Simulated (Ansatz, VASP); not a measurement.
**GaN in two plane-wave programs**

One calculation is typed for both programs; each brings its own data sets. How far apart do they land? The cell is taken from a series of runs on this material, whose earlier steps may have relaxed, scaled, displaced or heated it; both programs get it as it stands.

Program: Ansatz 0.2.0. Level of theory: plane waves, with VASP 6.6.1 beside it; single point at LDA. Results are calculated unless marked as measured.

## 1. The structure

It takes space group I-4m2 (No. 119, tetragonal). The conventional cell has a = 3.219 Å, b = 3.219 Å, c = 4.462 Å, α = 90.00°, β = 90.00°, γ = 90.00°. Ga has 4 N at 1.96 Å nearest. Nearest to N lie 4 Ga at 1.96 Å. Farther neighbours and most contacts between anions are not listed.

## 2. Ansatz: single point, LDA, pair 1

Ansatz runs on its default PAW (the set named soft_2) files.

A single point gives forces, pressure and levels at one fixed geometry, so differences don't come from the geometry; what else differs is listed under the comparison.

The input, input.yaml:

```yaml
crystal:
  lattice:
    - [0.0, 2.2760356161, 2.2311226109]
    - [2.2760356161, 0.0, 2.2311226109]
    - [2.2760356161, 2.2760356161, 0.0]
  atoms:
    - { symbol: Ga, position: [0.0, 0.0, 0.0] }
    - { symbol: "N", position: [0.25, 0.25, 0.25] }
kpoints:
  mp_grid: { grid: [8, 8, 8] }
hamiltonian:
  xc: lda
scf:
  occupations: { method: fixed }
  n_extra_bands: 30
output:
  wannier:
    kmesh: [8, 8, 8]
    projections:
      - { species: Ga, l: s, shell: 4 }
      - { species: Ga, l: p, shell: 4 }
      - { species: "N", l: p, shell: 2 }
    minimise: false
    seedname: w
    disentanglement: { window: [1.93, 24.5], frozen_window: [1.93, 13.8] }
```

Launch:

```console
$ ansatz run input.yaml --threads 14 --pin off --max-ram 73728MiB --backend cpu --events-out ev --progress --plain --runs-dir out
```

Numbers of over 12 decimals in the logs are rounded to 6 here.

Log:

```text
scf.n_extra_bands = 30 over 9 filled bands (N_el = 18.0): the run solves 39 bands
Engine: ansatz 0.2.0, aarch64-unknown-linux-gnu
Pseudopotentials: kind: paw
Pseudopotential: Ga, paw, valence charge 13, recommended cutoff 420 eV (normal), Ga.paw.azcp
Pseudopotential: N, paw, valence charge 5, recommended cutoff 420 eV (normal), N.paw.azcp
Functional definition: SPW92
  exchange = slater_x
  correlation = pw_c
Crystal: 2 atoms, lattice volume = 23.116 Å³
Basis set: ecut = 420 eV, 459 PW (Γ)
Bands: 39, of which v1, the nominal top of the filled ones, is band 9 counted from 1 (8 counted from 0)
Symmetry: 8 space group operations
Space group: I-4m2 (ITA 119), of the structure as read, at distance tolerance 2.8e-5 Å
k-points: 59 of 512 (time reversal used)
Non-local potential: Ga, projectors of the file, l = 0: 2, l = 1: 2, l = 2: 3, l = 3: 1
Non-local potential: N, projectors of the file, l = 0: 2, l = 1: 2, l = 2: 1
PAW form: soft (Blöchl's): semilocal exchange-correlation on the pseudo side does not see the compensation charge
PAW frozen core: Ga, regenerated for the run's functional, and the local potential with it (the file was generated under x = pbe(κ = 0.804, μ = 0.219515), c = pbe(β = 0.066725))
PAW frozen core: N, regenerated for the run's functional, and the local potential with it (the file was generated under x = pbe(κ = 0.804, μ = 0.219515), c = pbe(β = 0.066725))
PAW one-centre angular grid: Ga, 590 points (default); XC on 64 Gauss nodes
PAW one-centre angular grid: N, 110 points (default); XC on 64 Gauss nodes
Initial density: superposition of atomic densities (neutral atoms: chi_scale 0, normalization atom), corrected by the library's trained network
Initial wavefunctions: pseudopotential atomic-orbital guess
Functional: x = slater, c = lda
SCF iter   1: F=—  HF=-4082.065620 eV  |F-HF|=—  |Δ(HF+E_count)|=         —  Δρ=1.33e-2  dr2=3.97e-2  ethr=1.77e-3  ⟨swp⟩=4.0  Hψ=8064  notcnv=0  defer=1542
preconditioner: auto → none  [insulator: Δε(μ)=1.498 eV  Ē_g=45.660 eV  n_scr=8 (ndim 8)  ℏωp=32.8 eV  f_vac=0.001  ε∞_Penn≈1.5]
SCF iter   2: F=—  HF=-4082.056333 eV  |F-HF|=—  |Δ(HF+E_count)|=   9.29e-3  Δρ=6.91e-3  dr2=8.00e-3  ethr=2.21e-4  ⟨swp⟩=2.0  Hψ=2890  notcnv=0  defer=1652
SCF iter   3: F=—  HF=-4082.053933 eV  |F-HF|=—  |Δ(HF+E_count)|=   2.40e-3  Δρ=1.72e-3  dr2=2.75e-4  ethr=4.45e-5  ⟨swp⟩=2.1  Hψ=1100  notcnv=0  defer=1652
SCF iter   4: F=—  HF=-4082.053824 eV  |F-HF|=—  |Δ(HF+E_count)|=   1.09e-4  Δρ=5.94e-4  dr2=2.61e-5  ethr=1.53e-6  ⟨swp⟩=2.9  Hψ=1422  notcnv=0  defer=1616
SCF iter   5: F=—  HF=-4082.053809 eV  |F-HF|=—  |Δ(HF+E_count)|=   1.48e-5  Δρ=3.54e-5  dr2=1.49e-7  ethr=1.45e-7  ⟨swp⟩=2.1  Hψ=1291  notcnv=0  defer=1481
SCF iter   6: F=-4082.053809 eV  HF=-4082.053809 eV  |F-HF|=1.04e-9  |Δ(HF+E_count)|=   6.38e-9  Δρ=5.49e-6  dr2=3.26e-9  ethr=5.56e-10  ⟨swp⟩=9.4  Hψ=14519  notcnv=0
SCF 1 converged in 6 iterations: F = -4082.053809 eV  dr2 = 3.26e-9
  greatest PAW one-centre occupation: 0.996 electrons in one spin orbital (limit 2), on the Ga atom at site 0 (counted from 0), in its partial waves of l = 2
NSCF: frozen V_eff on 62 k-points
the Wannier pass solved 62 of the 512 points of its mesh, and has the states at the others by symmetry: states obtained by the crystal's operations at points that were solved too leave a residual of 4.45e-13 eV (read by the count's bands and the next), within 8.33e-6 eV
SCF converged after 6 iterations
Free energy (F): -4082.053809 eV
Harris-Foulkes:  -4082.053809 eV  (|F-HF|=1.04e-9)
Internal energy: -4082.053809 eV  (E = F + TS)
E sigma→0 (E₀):  -4082.053809 eV
Fermi energy:    9.190310 eV
--- Per-component energies (eV) ---
  E_band       = -15.512946
  E_kinetic    = 246.075025
  E_local      = -1960.906783  (includes V_loc(G=0)·N_el)
  E_nonlocal   = 477.440131
  E_hartree    = 898.325229
  E_xc         = -127.510018
  E_vxc        = -133.783905  (∫ρ·V_xc dr)
  E_paw        = -2035.026649  (= ΣΔE_a)
  E_vpaw       = -440.987603  (= ΣTr[D̂ρ^β])
  E_aug_tail   = 0.000041  (compensation charges beyond the density's cutoff)
  E_ewald      = -1582.259310
  E_core_change = 1.808524  (= ΣΔE_core)
  E_smearing   = -0.000000  (= −TS)
  E_closure    = 0.000000  (closes the sum)
  Σ components = -4082.053809   (vs F -4082.053809, Δ=0.00e0)
--- Band table (eV; the first three rows and the last of 59) ---
  k-point 0: bands = [... 5 lower, -4.1407, 9.1005, 9.1005, 9.1903, 10.7966, 19.1517, 19.2076, 19.2076, ... 26 higher]
  k-point 1: bands = [... 5 lower, -4.1429, 7.6043, 8.9314, 9.0058, 11.9314, 18.4713, 19.4208, 19.4331, ... 26 higher]
  k-point 2: bands = [... 5 lower, -4.0399, 5.2792, 8.5570, 8.6625, 13.0750, 17.6724, 19.5771, 19.7367, ... 26 higher]
  k-point 58: bands = [... 5 lower, -2.1842, 3.1057, 6.3350, 6.3350, 12.3043, 15.3374, 20.7385, 22.7008, ... 26 higher]
```

In the SCF lines HF is the Harris–Foulkes energy and dr2 the Hartree energy of the density residual, in eV; the loop may stop once dr2 is under the threshold and the program's other checks hold. Hψ counts applications of the Hamiltonian.

## 3. VASP: single point, LDA, pair 1

The same cell, functional (in two slightly different forms) and mesh now go to VASP, with its own data sets.

Lines of VASP's logs that name or quote its potential files are left out, and so is its time.

The input, INCAR:

```
SYSTEM = GaN
PREC = Accurate
ENCUT = 520
EDIFF = 1E-06
NELM = 120
ISMEAR = 0
SIGMA = 0.01
LREAL = .FALSE.
ALGO = Normal
GGA = CA
NBANDS = 15
LORBIT = 11
LWAVE = .FALSE.
LCHARG = .FALSE.
ISIF = 2
LASPH = .TRUE.
GGA_COMPAT = .FALSE.
EFERMI = MIDGAP
```

The input, POSCAR:

```
GaN
1.0
    0.0000000000      2.2760356161      2.2311226109
    2.2760356161      0.0000000000      2.2311226109
    2.2760356161      2.2760356161      0.0000000000
Ga N
1 1
Direct
    0.0000000000      0.0000000000      0.0000000000
    0.2500000000      0.2500000000      0.2500000000
```

The input, KPOINTS:

```
Automatic mesh
0
Gamma
8 8 8
0 0 0
```

PAW data sets: Ga_d and N (LDA family, release 64).

Launch:

```console
$ mpirun -np 1 vasp_std
```

Log:

```text
[banner, memory and clock lines left out]
running    1 mpi-ranks, on    1 nodes
 distrk:  each k-point on    1 cores,    1 groups
 distr:  one band on    1 cores,    1 groups

 POSCAR found type information on POSCAR GaN
 POSCAR found :  2 types and       2 ions
 LDA part: xc-table for (Slater(with rela. corr.)+CA(PZ))
 , standard interpolation
 POSCAR, INCAR and KPOINTS ok, starting setup
 FFT: planning ... GRIDC
 FFT: planning ... GRID_SOFT
 FFT: planning ... GRID
 WAVECAR not read
 entering main loop
       N       E                     dE             d eps       ncg     rms          rms(c)
DAV:   1     0.799511687870E+02    0.79951E+02   -0.95187E+03  1930   0.214E+03
DAV:   2    -0.102488176657E+02   -0.90200E+02   -0.83728E+02  2078   0.324E+02
DAV:   3    -0.158528497462E+02   -0.56040E+01   -0.55821E+01  2015   0.715E+01
DAV:   4    -0.159131967500E+02   -0.60347E-01   -0.60337E-01  2240   0.792E+00
DAV:   5    -0.159140569444E+02   -0.86019E-03   -0.86019E-03  2107   0.896E-01    0.744E+00
DAV:   6    -0.139803213356E+02    0.19337E+01   -0.52420E+00  2648   0.425E+01    0.269E+00
DAV:   7    -0.139490056616E+02    0.31316E-01   -0.25124E-01  2008   0.654E+00    0.168E+00
DAV:   8    -0.139248992390E+02    0.24106E-01   -0.80150E-02  2043   0.293E+00    0.759E-01
DAV:   9    -0.139211308509E+02    0.37684E-02   -0.11722E-02  2374   0.221E+00    0.246E-01
DAV:  10    -0.139213230007E+02   -0.19215E-03   -0.14107E-03  2193   0.498E-01    0.128E-01
DAV:  11    -0.139212168397E+02    0.10616E-03   -0.32587E-04  2655   0.349E-01    0.294E-02
DAV:  12    -0.139212185937E+02   -0.17541E-05   -0.20685E-05  2015   0.450E-02    0.627E-03
DAV:  13    -0.139212185478E+02    0.45912E-07   -0.53059E-07  1347   0.985E-03
   1 F= -.13921219E+02 E0= -.13921219E+02  d E =0.000000E+00
```

Parts of OUTCAR (step 3):

```text
ion  position               nearest neighbor table
   1  0.000  0.000  0.000-   2 1.96   2 1.96   2 1.96   2 1.96
   2  0.250  0.250  0.250-   1 1.96   1 1.96   1 1.96   1 1.96

  LATTYP: Found a body centered tetragonal cell.
 ALAT       =     3.2188004367
 C/A-ratio  =     1.3863068896

 Subroutine GETGRP returns: Found  8 space group operations
 (whereof  8 operations were pure point group operations)

The static configuration has the point symmetry D_2d.

 Found     59 irreducible k-points:

   k-points           NKPTS =     59   k-points in BZ     NKDIM =     59   number of bands    NBANDS=     15

   dimension x,y,z NGX =    24 NGY =   24 NGZ =   24
   dimension x,y,z NGXF=    48 NGYF=   48 NGZF=   48

   ENCUT  =  520.0 eV  38.22 Ry    6.18 a.u.   5.93  5.93  5.98*2*pi/ulx,y,z

   NELECT =      18.0000    total number of electrons

 k-points in reciprocal lattice and weights: Automatic mesh
   0.00000000  0.00000000  0.00000000       0.002
   0.12500000 -0.00000000  0.00000000       0.016
   0.25000000 -0.00000000  0.00000000       0.016
   0.37500000 -0.00000000  0.00000000       0.016
   0.50000000 -0.00000000  0.00000000       0.008
   0.12500000  0.12500000  0.00000000       0.004
   0.25000000  0.12500000  0.00000000       0.016
   0.37500000  0.12500000  0.00000000       0.016
   0.50000000  0.12500000  0.00000000       0.016
[...]
-0.37500000  0.12500000  0.50000000       0.008
  -0.25000000  0.25000000  0.50000000       0.004

 average (electrostatic) potential at core
       1 -64.8632       2 -62.1113

 E-fermi :   5.7934

 k-point     1 :       0.0000    0.0000    0.0000
  band No.  band energies     occupation
    ...
      5      -8.3158      2.00000
      6      -8.3144      2.00000
      7       4.8922      2.00000
      8       4.8922      2.00000
      9       4.9825      2.00000
     10       6.6043      0.00000
     11      14.9361      0.00000
     12      14.9927      0.00000
     13      14.9927      0.00000
     14      22.1024      0.00000
    ...

 k-point     2 :       0.1250   -0.0000    0.0000
  band No.  band energies     occupation
    ...
      5      -8.3166      2.00000
      6      -8.3166      2.00000
      7       3.4002      2.00000
      8       4.7231      2.00000
      9       4.7976      2.00000
     10       7.7350      0.00000
     11      14.2597      0.00000
     12      15.2072      0.00000
     13      15.2191      0.00000
     14      21.7676      0.00000
    ...

 k-point     3 :       0.2500   -0.0000    0.0000
  band No.  band energies     occupation
    ...
      5      -8.3079      2.00000
      6      -8.2213      2.00000
      7       1.0753      2.00000
      8       4.3491      2.00000
      9       4.4546      2.00000
     10       8.8780      0.00000
     11      13.4644      0.00000
     12      15.3670      0.00000
     13      15.5264      0.00000
     14      20.6248      0.00000
    ...

  Total       -1.1652786     -1.1652786     -0.8008457      0.0000000      0.0000000      0.0000000
  in kB      -80.7660470    -80.7660470    -55.5070161      0.0000000      0.0000000      0.0000000
  external PRESSURE =     -72.3463701 kB  Pullay stress =       0.0000000 kB

  energy-cutoff  :      520.00
  volume of cell :       23.12
      direct lattice vectors                 reciprocal lattice vectors
     0.000000000  2.276035616  2.231122611    -0.219680218  0.219680218  0.224102431
     2.276035616  0.000000000  2.231122611     0.219680218 -0.219680218  0.224102431
     2.276035616  2.276035616  0.000000000     0.219680218  0.219680218 -0.224102431

 POSITION                                       TOTAL-FORCE (eV/Angst)
 -----------------------------------------------------------------------------------
      0.00000      0.00000      0.00000        -0.000000     -0.000000     -0.000000
      1.13802      1.13802      1.11556         0.000000      0.000000      0.000000
 -----------------------------------------------------------------------------------
    total drift:                                0.000002      0.000002      0.000003

  FREE ENERGIE OF THE ION-ELECTRON SYSTEM (eV)
  ---------------------------------------------------
  free  energy   TOTEN  =       -13.9212185478 eV

  energy  without entropy=      -13.9212185478  energy(sigma->0) =      -13.92121855

 total charge
# of ion       s       p       d       tot
------------------------------------------
    1        0.797   0.897  10.169  11.864
    2        1.210   2.475   0.000   3.685
--------------------------------------------------
tot          2.007   3.373  10.169  15.549

[... 3 further parts left out ...]
```

The run ends at a pressure of -7.23 GPa.

## 4. Comparison

Known differences besides the potentials themselves: the two LDA forms differ slightly; fixed occupations in Ansatz, narrow Gaussian smearing in VASP; the cutoff is 420 eV in Ansatz and 520 eV in VASP; VASP's log shows a relativistic correction to its local exchange, Ansatz's none. Total energies have different zeros and are not compared.

Compared:

| quantity | Ansatz | VASP | difference |
| --- | --- | --- | --- |
| gap on the k mesh (eV) | 1.606 | 1.622 | -0.015 |

A gap on the mesh is an upper bound, since the band edges may lie between its points.

## 5. VASP: single point, LDA, pair 2

A single point gives forces, pressure and levels at one fixed geometry, so differences don't come from the geometry; what else differs is listed under the comparison. The cell compared in this pair holds 22.65 Å³, against 23.12 Å³ for the pair before.

INCAR is that of step 3.

The input, POSCAR:

```
GaN
1.0
    0.0000000000      2.2309656039      2.2754381393
    2.2309656039      0.0000000000      2.2754381393
    2.2309656039      2.2309656039      0.0000000000
Ga N
1 1
Direct
    0.0000000000      0.0000000000      0.0000000000
    0.2500000000      0.2500000000      0.2500000000
```

KPOINTS is that of step 3.

Launch:

```console
$ mpirun -np 1 vasp_std
```

Log:

```text
[... set-up lines as in an earlier step ...]
 entering main loop
       N       E                     dE             d eps       ncg     rms          rms(c)
DAV:   1     0.784801608709E+02    0.78480E+02   -0.96064E+03  1937   0.217E+03
DAV:   2    -0.103205262995E+02   -0.88801E+02   -0.83257E+02  2064   0.333E+02
DAV:   3    -0.159071029160E+02   -0.55866E+01   -0.55617E+01  1987   0.719E+01
DAV:   4    -0.159674369887E+02   -0.60334E-01   -0.60317E-01  2287   0.788E+00
[...]
DAV:  11    -0.139367921346E+02    0.91810E-04   -0.28520E-04  2631   0.321E-01    0.205E-02
DAV:  12    -0.139367941966E+02   -0.20620E-05   -0.20668E-05  2029   0.477E-02    0.691E-03
DAV:  13    -0.139367940784E+02    0.11822E-06   -0.59537E-07  1347   0.140E-02
   1 F= -.13936794E+02 E0= -.13936794E+02  d E =0.000000E+00
```

Parts of OUTCAR (step 5):

```text
  Total       -0.3866029     -0.3866029     -0.7683691      0.0000000      0.0000000      0.0000000
  in kB      -27.3460696    -27.3460696    -54.3500218      0.0000000      0.0000000      0.0000000
  external PRESSURE =     -36.3473870 kB  Pullay stress =       0.0000000 kB

 POSITION                                       TOTAL-FORCE (eV/Angst)
 -----------------------------------------------------------------------------------
      0.00000      0.00000      0.00000         0.000000      0.000000      0.000000
      1.11548      1.11548      1.13772         0.000000     -0.000000     -0.000000
 -----------------------------------------------------------------------------------
    total drift:                                0.000002      0.000002      0.000002

  FREE ENERGIE OF THE ION-ELECTRON SYSTEM (eV)
  ---------------------------------------------------
  free  energy   TOTEN  =       -13.9367940784 eV

  energy  without entropy=      -13.9367940784  energy(sigma->0) =      -13.93679408

[... 1 part as in an earlier step ...]

[... 2 further parts left out ...]
[key lines of the parts left out:]
E-fermi :   6.0699
```

The run ends at a pressure of -3.63 GPa.

[end of part 1 of 2]

[Lines on the potential files, build, host, timing and source positions are cut from VASP's logs without a mark.]

[Logs are printed without paths, hosts, clocks, repeated set-up lines and the standing remarks that a program may print on its own settings, such as how far it seeks lower states.]

[Hosts, paths, dates, database ids (printed as entryN), source tags and the programs' standing remarks are cut or masked in the printed files.]
